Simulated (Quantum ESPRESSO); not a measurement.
BAs under changes of volume

One of the cells (12.633 Å³/atom); the others are scaled copies at fixed shape and fractional positions:

```xyz
2
Lattice="2.9344 0.0000 0.0000 0.0000 2.9344 0.0000 0.0000 0.0000 2.9344" Properties=species:S:1:pos:R:3 pbc="T T T"
B     1.4672    1.4672    1.4672
As    0.0000    0.0000    0.0000
```

The cell was built by a generator and needn't be a form met in nature.

- Program: Quantum ESPRESSO 7.5
- Functional: PBE
- Potentials or basis: SSSP 1.3 efficiency PBE
- Cutoff: 748 eV
- Density cutoff: 5987 eV
- k mesh: 9 × 9 × 9
- Occupations: fermi-dirac, width 0.05 eV
- Spin: no spin polarisation

```tsv
volume (Å³/atom)	energy over the lowest point (meV/atom)	pressure (GPa)
11.875	?	?
12.128	9.04	5.3
12.381	2.71	2.8
12.633	0.00	0.7
12.886	0.52	-1.3
13.139	3.95	-3.1
13.391	10.00	-4.7
```

Task: What does the run at 11.875 Å³/atom give?

Result: Energy over the lowest point 19.61 meV/atom; pressure 8.1 GPa.

Worked out: A Birch-Murnaghan fit of order 3 (a polynomial in V^(-2/3)) to the other rows has its minimum at 12.72 Å³/atom with B0 = V·E''(V) = 100 GPa and B' = 4.3. It gives 19.38 meV/atom at 11.875 Å³/atom, against the run's 19.61, and -dE/dV = 7.9 GPa, against 8.1.

Energies are extrapolated to zero smearing.
